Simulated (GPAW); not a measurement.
**Ti2O in GPAW: the effect of Hubbard term**

Ti2O:

```
Ti O
1.0
     2.91940    0.00000    0.00000
    -1.45970    2.52827    0.00000
     0.00000    0.00000    4.71300
Ti O
2 1
Direct
  0.33333 0.66667 0.72126
  0.66667 0.33333 0.27874
  0.00000 0.00000 0.00000
```

Alike in all runs:

```yaml
Program: GPAW 26.7.0
Task: single point
Functional: LDA
Potentials_or_basis: the program's PAW data sets (release 1.2.1) made for this functional
Cutoff: 800 eV
Basis: pw
k_mesh: 10 × 10 × 6
Occupations: fermi-dirac, width 0.05 eV
Spin: no spin polarisation
Maxiter: 150
```

```tsv
Hubbard term	pressure (GPa)	largest force (eV/Å)
none	-1.0	1.39
Ti d U = 2 eV	2.5	1.40
Ti d U = 3 eV	?	?
Ti d U = 4 eV	6.3	1.41
Ti d U = 5 eV	8.3	1.42
Ti d U = 6 eV	10.4	1.43
Ti d U = 8 eV	15.1	1.51
```

Q: What does the run with Hubbard term Ti d U = 3 eV give?

A: Pressure 4.4 GPa; largest force 1.40 eV/Å.

Worked out: A parabola through the other rows of the pressure, of slope 1.91 GPa per eV there, gives 4.3 GPa, against the run's 4.4. A parabola through the other rows of the largest force, of slope 0.00798 eV/Å per eV there, gives 1.39 eV/Å, against the run's 1.40.

Caveats: forces of over 1 eV/Å show positions far from the minimum, so gaps and moduli don't describe the material at rest; U without spin polarisation on a metal has little footing (some runs).
